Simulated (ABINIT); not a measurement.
Sb:

```
Sb
1.0
    -1.57654    1.57654    2.71194
     1.57654   -1.57654    2.71194
     1.57654    1.57654   -2.71194
Sb
1
Cartesian
  0.0000 0.0000 0.0000
```

This isn't the form of Sb at room conditions, which is rhombohedral.

Base run:

```yaml
Program: ABINIT 10.8.3 (patched build)
Functional: r2SCAN
Potentials_or_basis: JTH PAW PBE v2.0
Cutoff: 517 eV
k_mesh: 12 × 12 × 12
Occupations: fermi-dirac, width 0.05 eV
Spin: no spin polarisation
```

Its results: band gap on the k mesh none (metal or under the smearing width); pressure 1.1 GPa.

Q: The run is repeated on the same cell with these changes: functional from r2SCAN to BLYP. What comes out?

A: Band gap on the k mesh none (metal or under the smearing width); pressure 7.2 GPa.

Caveats: the PAW data sets were made with another functional, which shifts forces and pressure a little.
